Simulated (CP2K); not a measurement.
**HfN under changes of volume**

One of the cells (11.482 Å³/atom); the others are scaled copies at fixed shape and fractional positions:

```
CELL_PARAMETERS angstrom
3.19047 0.00000 0.00000
1.59523 2.76302 0.00000
1.59523 0.92101 2.60500
ATOMIC_POSITIONS crystal
Hf 0.00000 0.00000 0.00000
N 0.50000 0.50000 0.50000
```

```yaml
Program: CP2K 2026.2
Functional: LDA
Potentials_or_basis: GTH_POTENTIALS Hf GTH-PADE-q12, N GTH-PADE-q5; TZVP-MOLOPT-PBE-GTH basis
Density_cutoff: 6123 eV
k_mesh: 10 × 10 × 10
Occupations: fermi-dirac, width 0.0259 eV
Spin: no spin polarisation
```

```csv
volume (Å³/atom),energy over the lowest point (meV/atom),pressure (GPa)
10.793,0.00,-52.9
11.023,?,?
11.252,161.24,-58.9
11.482,247.48,-61.3
11.712,336.70,-63.2
11.941,428.55,-64.9
12.171,522.49,-66.2
```

**Question.** What does the run at 11.023 Å³/atom give?

**Answer.** Energy over the lowest point 78.69 meV/atom; pressure -56.2 GPa.

Worked out: A Birch-Murnaghan fit of order 3 (a polynomial in V^(-2/3)) to the other rows has no minimum within the range. It gives 78.75 meV/atom at 11.023 Å³/atom, against the run's 78.69, and -dE/dV = -56.3 GPa, against -56.2.

Energies are extrapolated to zero smearing.

Caveats: the basis of atomic orbitals isn't converged, which shifts pressures, moduli and gaps.
